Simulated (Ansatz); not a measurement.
# KCl: frozen-core PAW against all-electron methods

```
K Cl
1.0
     0.00000    3.15610    3.15610
     3.15610    0.00000    3.15610
     3.15610    3.15610    0.00000
K Cl
1 1
Direct
  0.00000 0.00000 0.00000
  0.50000 0.50000 0.50000
```

Atom numbers follow the list: K1, Cl2.

Structure: COD 9003114, as refined from experiment and not relaxed.

All numbers are computed: DFT, LDA, PAW with Ansatz's default frozen-core files, scalar-relativistic (Ansatz 0.2.0); DFT, LDA, all-electron LAPW, scalar-relativistic (Ansatz 0.2.0).

For PAW: a Γ-centred 7×7×7 k mesh, Fermi–Dirac smearing of 0.03 eV, cutoff 420 eV, no spin polarisation; the PAW files were made with PBE, and the program remakes their frozen cores for this functional. LAPW targets a basis error of 0.5 meV/atom. The Ansatz runs share mesh, smearing and spin set-up. Plane-wave (PAW) pressures include the program's estimate of the Pulay term.

Stress and pressure are positive in compression.

Levels count from the top of the valence band.

```
                      quantity     PAW    LAPW
                pressure (GPa)   -2.08   -2.08
                 band gap (eV)   4.713   4.714
highest filled level at W (eV)  -0.498  -0.498
  lowest empty level at W (eV)   7.670   7.670
highest filled level at Γ (eV)   0.000   0.000
  lowest empty level at Γ (eV)   4.713   4.714
```
